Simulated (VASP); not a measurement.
# GaSb (F-43m) in VASP: notebook

GaSb is run at these levels: PBE+D3(BJ), PBE; tasks: single point.

All numbers are computed with VASP 6.6.1; they aren't measurements. Logs are shortened: lines on timing, memory, paths and dates and some standing lists are left out, and cuts for length are marked.

**The experiment to reproduce.**

From a printed reference work, data compilation, for a bulk crystal of GaSb at 4.2 K: band gap 0.811 eV (direct).

The results are compared with them further down.

**1. The cell of the first run**

The structure is cubic, space group F-43m (No. 216). The conventional cell has a = 6.132 Å, b = 6.132 Å, c = 6.132 Å, α = 90.00°, β = 90.00°, γ = 90.00°. Ga (site symmetry -43m) has 4 Sb at 2.66 Å within 3.5 Å. Sb (site symmetry -43m) has 4 Ga at 2.66 Å within 3.5 Å.

**2. Single point, PBE+D3(BJ)**

Contents of INCAR:

```
SYSTEM = GaSb
PREC     = Accurate       ! precision mode
ENCUT    = 520            ! plane-wave cutoff, eV
EDIFF    = 1E-7           ! SCF threshold, eV
ISMEAR   = -1             ! smearing method
SIGMA    = 0.01           ! smearing width, eV
LREAL    = .FALSE.        ! projectors in reciprocal space
LASPH    = .TRUE.         ! aspherical terms in the spheres
NELM     = 80             ! most SCF steps
ALGO     = Normal         ! electronic algorithm
ISIF     = 2              ! what is computed and relaxed
LWAVE    = .FALSE.        ! write WAVECAR
LCHARG   = .FALSE.        ! write CHGCAR
GGA      = PE             ! functional
IVDW     = 12             ! dispersion correction
NBANDS   = 16             ! bands
```

Contents of KPOINTS:

```
regular mesh
0
G
  6 6 6
  0 0 0
```

Contents of POSCAR:

```
GaSb
1.0
    0.0000000000      3.0662165998      3.0662165998
    3.0662165998      0.0000000000      3.0662165998
    3.0662165998      3.0662165998      0.0000000000
Ga Sb
1 1
Direct
    0.0000000000      0.0000000000      0.0000000000
    0.2500000000      0.2500000000      0.2500000000
```

Potentials or basis: VASP PAW PBE potentials, release 64 (Ga_d, Sb).

Launch:

```bash
> cat potpaw_PBE.64/Ga_d/POTCAR potpaw_PBE.64/Sb/POTCAR > POTCAR
> mpirun -np 1 vasp_std > vasp.out
```

OUTCAR:

```text
SYSTEM = GaSb
   PREC = Accurate
   ENCUT = 520
   EDIFF = 1E-7
   ISMEAR = -1
   LREAL = .FALSE.
   LASPH = .TRUE.
   NELM = 80
   ISIF = 2
   GGA = PE
   IVDW = 12
 IVDW          = 12

 ion  position               nearest neighbor table
   1  0.000  0.000  0.000-   2 2.66   2 2.66   2 2.66   2 2.66
   2  0.250  0.250  0.250-   1 2.66   1 2.66   1 2.66   1 2.66

  LATTYP: Found a face centered cubic cell.
 ALAT       =     6.1324331996

  Lattice vectors:

 A1 = (   0.0000000000,   3.0662165998,   3.0662165998)
 A2 = (   3.0662165998,   0.0000000000,   3.0662165998)
 A3 = (   3.0662165998,   3.0662165998,   0.0000000000)

Analysis of symmetry for initial positions (statically):
=====================================================================
 Subroutine PRICEL returns:
 Original cell was already a primitive cell.

 Routine SETGRP: Setting up the symmetry group for a
 face centered cubic supercell.

 Subroutine GETGRP returns: Found 24 space group operations
 (whereof 24 operations were pure point group operations)
 out of a pool of 48 trial point group operations.

The static configuration has the point symmetry T_d .

Analysis of symmetry for dynamics (positions and initial velocities):
=====================================================================
 Subroutine PRICEL returns:
 Original cell was already a primitive cell.

 Routine SETGRP: Setting up the symmetry group for a
 face centered cubic supercell.

 Subroutine GETGRP returns: Found 24 space group operations
 (whereof 24 operations were pure point group operations)
 out of a pool of 48 trial point group operations.

The dynamic configuration has the point symmetry T_d .

 Subroutine INISYM returns: Found 24 space group operations
 (whereof 24 operations are pure point group operations),
 and found     1 'primitive' translations

----------------------------------------------------------------------------------------

                                     Primitive cell

  volume of cell :      57.6552

  direct lattice vectors                    reciprocal lattice vectors
     0.000000000  3.066216600  3.066216600    -0.163067410  0.163067410  0.163067410
     3.066216600  0.000000000  3.066216600     0.163067410 -0.163067410  0.163067410
     3.066216600  3.066216600  0.000000000     0.163067410  0.163067410 -0.163067410

  length of vectors
     4.336285101  4.336285101  4.336285101     0.282441040  0.282441040  0.282441040

  position of ions in fractional coordinates (direct lattice)
     0.000000000  0.000000000  0.000000000
     0.250000000  0.250000000  0.250000000

  ion indices of the primitive-cell ions
   primitive index   ion index
                 1           1
                 2           2

----------------------------------------------------------------------------------------

 KPOINTS: regular mesh

Automatic generation of k-mesh.
 Grid dimensions read from file:
 generate k-points for:    6    6    6

 Generating k-lattice:

  Cartesian coordinates                     Fractional coordinates (reciprocal lattice)
    -0.027177902  0.027177902  0.027177902     0.166666667  0.000000000  0.000000000
     0.027177902 -0.027177902  0.027177902     0.000000000  0.166666667  0.000000000
     0.027177902  0.027177902 -0.027177902     0.000000000  0.000000000  0.166666667

  Length of vectors
     0.047073507  0.047073507  0.047073507

  Shift w.r.t. Gamma in fractional coordinates (k-lattice)
     0.000000000  0.000000000  0.000000000

 Subroutine IBZKPT returns following result:
 ===========================================

 Found     16 irreducible k-points:

 Following reciprocal coordinates:
            Coordinates               Weight
  0.000000  0.000000  0.000000      1.000000
  0.166667  0.000000  0.000000      8.000000
  0.333333  0.000000  0.000000      8.000000
  0.500000  0.000000  0.000000      4.000000
  0.166667  0.166667  0.000000      6.000000
  0.333333  0.166667  0.000000     24.000000
[... 8 lines left out ...]
 -0.333333  0.333333  0.166667     24.000000
 -0.333333  0.500000  0.166667     12.000000
   k-points           NKPTS =     16   k-points in BZ     NKDIM =     16   number of bands    NBANDS=     16
   number of dos      NEDOS =    301   number of ions     NIONS =      2
   total plane-waves  NPLWV =  32768
   dimension x,y,z NGX =    32 NGY =   32 NGZ =   32
   dimension x,y,z NGXF=    64 NGYF=   64 NGZF=   64
   ions per type =               1   1
   NGX,Y,Z   is equivalent  to a cutoff of  12.27, 12.27, 12.27 a.u.
   NGXF,Y,Z  is equivalent  to a cutoff of  24.54, 24.54, 24.54 a.u.
 SYSTEM =  GaSb
   PREC   = accura    normal or accurate (medium, high low for compatibility)
   ISTART =      0    job   : 0-new  1-cont  2-samecut
   ICHARG =      2    charge: 1-file 2-atom 10-const
   ISPIN  =      1    spin polarized calculation?
   LNONCOLLINEAR =      F non collinear calculations
   LSORBIT =      F    spin-orbit coupling
   LASPH  =      T    aspherical Exc in radial PAW
   ENCUT  =  520.0 eV  38.22 Ry    6.18 a.u.   8.06  8.06  8.06*2*pi/ulx,y,z
   NELM   =     80;   NELMIN=  2; NELMDL= -5     # of ELM steps
   EDIFF  = 0.1E-06   stopping-criterion for ELM
   LREAL  =      F    real-space projection
   EDIFFG = 0.1E-05   stopping-criterion for IOM
   NSW    =      0    number of steps for IOM
   IBRION =     -1    ionic relax: 0-MD 1-quasi-New 2-CG
   NFREE  =      0    steps in history (QN), initial steepest desc. (CG)
   ISIF   =      2    stress and relaxation
   ISYM   =      2    0-nonsym 1-usesym 2-fastsym
   POTIM  = 0.5000    time-step for ionic-motion
   TEBEG  =    0.0;   TEEND  =   0.0 temperature during run
   PSTRESS=    0.0 pullay stress
   NELECT =      18.0000    total number of electrons
   NUPDOWN=      -1.0000    fix difference up-down
   EMIN   =  10.00;   EMAX   =-10.00  energy-range for DOS
   EFERMI =   0.00;   METHOD = LEGACY
   ISMEAR =    -1;   SIGMA  =   0.01  broadening in eV -4-tet -1-fermi 0-gaus
   EFERMI_NEDOS =   21; number of points for ismear=-14 and -15
   IALGO  =     38    algorithm
   IMIX   =      4    mixing-type and parameters
     AMIX     =   0.40;   BMIX     =  1.00
     AMIX_MAG =   1.60;   BMIX_MAG =  1.00
  volume/ion in A,a.u.               =      28.83       194.54
  Fermi-wavevector in a.u.,A,eV,Ry     =   1.110588  2.098706 16.781493  1.233405
  Thomas-Fermi vector in A             =   2.247141
   LORBIT       =      0    0 simple, 1 ext, 2 COOP (PROOUT), +10 PAW based schemes
   GGA     = PE    functional components
   LHFCALC =     F    Hartree Fock is set to
   AEXX    =    0.0000 exact exchange contribution
   IVDW    =    12    specifies the selected vdW correction
   LEPSILON=     F    determine dielectric tensor
   LRPA    =     F    only Hartree local field effects (RPA)
 non-spin polarized calculation
  energy-cutoff  :      520.00
  volume of cell :       57.66
 maximum number of plane-waves:      1588
   NGX = 17   NGY = 17   NGZ = 17

 number of electron      17.9999989 magnetization

 Free energy of the ion-electron system (eV)
  ---------------------------------------------------
  ext. energy  EPLUGINS =         0.00000000
  ---------------------------------------------------
  free energy    TOTEN  =        -7.32683977 eV

  energy without entropy =       -7.32664112  energy(sigma->0) =       -7.32674044

 E-fermi :   4.8141     XC(G=0):  -9.0528

 val. band max:        4.8057445317   @ k =   0.0000   0.0000   0.0000
 cond. band min:       5.1927552486   @ k =   0.5000   0.0000   0.0000
 fundamental gap:      0.3870107169
 Fermi energy:         4.8140792333

 k-point     1 :       0.0000    0.0000    0.0000
  band No.  band energies     occupation
      1     -10.2196      2.00000
      2     -10.2196      2.00000
      3     -10.2196      2.00000
      4     -10.1711      2.00000
      5     -10.1711      2.00000
      6      -6.6218      2.00000
[... 8 lines left out ...]
     15      13.3807      0.00000
     16      13.3807      0.00000

 k-point     2 :       0.1667    0.0000    0.0000
  band No.  band energies     occupation
      1     -10.2264      2.00000
      2     -10.2166      2.00000
      3     -10.2166      2.00000
      4     -10.1714      2.00000
      5     -10.1714      2.00000
      6      -6.3424      2.00000
[... 8 lines left out ...]
     15      12.4025      0.00000
     16      12.4025      0.00000

 k-point     3 :       0.3333    0.0000    0.0000
  band No.  band energies     occupation
      1     -10.2397      2.00000
      2     -10.2113      2.00000
      3     -10.2113      2.00000
      4     -10.1713      2.00000
      5     -10.1713      2.00000
      6      -5.5984      2.00000
[... 8 lines left out ...]
     15      12.8979      0.00000
     16      12.8979      0.00000

 k-point     4 :       0.5000    0.0000    0.0000
  band No.  band energies     occupation
      1     -10.2463      2.00000
      2     -10.2091      2.00000
      3     -10.2091      2.00000
      4     -10.1708      2.00000
      5     -10.1708      2.00000
      6      -5.0147      2.00000
[... 8 lines left out ...]
     15      14.6725      0.00000
     16      14.6725      0.00000
[... 172 lines left out ...]
 k-point    14 :       0.5000    0.3333    0.1667
  band No.  band energies     occupation
      1     -10.2509      2.00000
      2     -10.2054      2.00000
      3     -10.2026      2.00000
      4     -10.1763      2.00000
      5     -10.1697      2.00000
      6      -4.9613      2.00000
[... 8 lines left out ...]
     15      13.8143      0.00000
     16      15.7614      0.00000

 k-point    15 :      -0.3333    0.3333    0.1667
  band No.  band energies     occupation
      1     -10.2539      2.00000
      2     -10.2048      2.00000
      3     -10.2001      2.00000
      4     -10.1755      2.00000
      5     -10.1708      2.00000
      6      -4.4395      2.00000
[... 8 lines left out ...]
     15      15.2086      0.00000
     16      15.4355      0.00000

 k-point    16 :      -0.3333    0.5000    0.1667
  band No.  band energies     occupation
      1     -10.2585      2.00000
      2     -10.2012      2.00000
      3     -10.1969      2.00000
      4     -10.1787      2.00000
      5     -10.1694      2.00000
      6      -4.1616      2.00000
[... 8 lines left out ...]
     15      14.7963      0.00000
     16      16.1297      0.00000

------------------------ aborting loop because EDIFF is reached ----------------------------------------

 Edisp (eV)   -0.65982

 E8    (eV) :    -0.3094

  FORCE on cell =-STRESS in cart. coord.  units (eV):
  Direction    XX          YY          ZZ          XY          YZ          ZX
  --------------------------------------------------------------------------------------
  -------------------------------------------------------------------------------------
  Total       0.03902     0.03902     0.03902    -0.00000    -0.00000    -0.00000
  in kB       1.08428     1.08428     1.08428    -0.00000    -0.00000    -0.00000
  external pressure =        1.08 kB  Pullay stress =        0.00 kB

 VOLUME and BASIS-vectors are now :
 -----------------------------------------------------------------------------
  energy-cutoff  :      520.00
  volume of cell :       57.66
      direct lattice vectors                 reciprocal lattice vectors
     0.000000000  3.066216600  3.066216600    -0.163067410  0.163067410  0.163067410
     3.066216600  0.000000000  3.066216600     0.163067410 -0.163067410  0.163067410
     3.066216600  3.066216600  0.000000000     0.163067410  0.163067410 -0.163067410

 POSITION                                       TOTAL-FORCE (eV/Angst)
 -----------------------------------------------------------------------------------
      0.00000      0.00000      0.00000         0.000000      0.000000      0.000000
      1.53311      1.53311      1.53311        -0.000000     -0.000000     -0.000000
 -----------------------------------------------------------------------------------
    total drift:                                0.000002      0.000002      0.000002

  FREE ENERGIE OF THE ION-ELECTRON SYSTEM (eV)
  ---------------------------------------------------
  free  energy   TOTEN  =        -7.9866646652 eV

  energy  without entropy=       -7.9864660139  energy(sigma->0) =       -7.98656534
```

It took 5.7 s on 1 thread of Intel Xeon 6975P-C (Granite Rapids), shared host; peak memory 0.19 GiB.

Results:

- Free energy: -7.9867 eV
- Pressure: 0.1 GPa
- Band gap on the k mesh: zero (filled and empty bands touch)
- Dispersion energy per atom: -0.330 eV

Caveat: spin-orbit coupling is left out, which moves the levels of the heavy elements; pairwise dispersion overbinds metals, which lowers pressure and volume.

[end of part 1 of 2]
